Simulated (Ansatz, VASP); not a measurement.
## Two plane-wave programs on AgCl

```
Ag Cl
1.0
     0.00000    2.68996    2.73155
     2.68996    0.00000    2.73155
     2.68996    2.68996    0.00000
Ag Cl
1 1
Direct
  0.50000 0.50000 0.50000
  0.00000 0.00000 0.00000
```

Change from the starting cell: strain -0.030 along x and y, -0.015 along z, atoms carried along.

Alike in both runs: task single point; functional PBEsol; k mesh 8 × 8 × 8; occupations gaussian, width 0.05 eV; no spin polarisation.

|  | VASP | Ansatz |
| --- | --- | --- |
| version | VASP 6.6.1 | Ansatz 0.2.0 |
| potentials or method | VASP PAW PBE potentials, release 64 (Ag, Cl) | scalar-relativistic, plane waves, PAW |
| plane-wave cutoff (eV) | 520 | 420 |
| valence electrons in the cell | 18 | 26 |

```tsv
	VASP	Ansatz	Ansatz less VASP
gap on the k mesh at the Fermi level (eV)	0.67	0.67	+0.003
least direct gap on the mesh (eV)	3.31	3.31	+0.002
pressure (GPa)	1.2	1.4	+0.12
largest component of the traceless stress (GPa)	0.40	0.40	+0.004
```

The two sets of potentials don't hold the same shells in valence.

Caveats: the PAW data sets were made with another functional, which shifts forces and pressure a little (VASP). A k mesh can miss the band edges.
